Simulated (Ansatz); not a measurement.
AgBr (Fm-3m), zone-centre modes

These are results of DFT PBE, scalar-relativistic, plane waves, PAW (Ansatz), not measurements. Settings: plane waves to 420 eV, k-mesh 8×8×6 (Γ-centred), Gaussian smearing 0.05 eV. No spin polarisation.

Reference structure (relaxed at this level):

```yaml
crystal:
  lattice:
    - [0.00000, -2.92098, -2.92098]
    - [0.00000, 2.92098, -2.92098]
    - [5.84195, 0.00000, 0.00000]
  atoms:
    - { symbol: Ag, position: [0.50000, 0.50000, 0.00000] }
    - { symbol: Ag, position: [0.00000, 0.00000, 0.50000] }
    - { symbol: Br, position: [0.50000, 0.50000, 0.50000] }
    - { symbol: Br, position: [0.00000, 0.00000, 0.00000] }
```

Harmonic modes by finite displacements of 0.02 Å, without the LO–TO term. The cell doubles the primitive one, so its zone centre also holds the primitive cell's point q = (0, 1/2, 1/2).

(1) At this geometry, is the structure stable against these modes?

(2) List the wavenumbers in cm⁻¹.

Answers

(1) Yes: no mode is imaginary beyond 10 cm⁻¹, and only the three translations lie near zero.

(2) 0, 0, 0, 31, 31, 45, 67, 68, 68, 91, 91, 115.

Cost: 1 run of about 1.2 core-minutes, on Arm Neoverse V1 (shared hosts).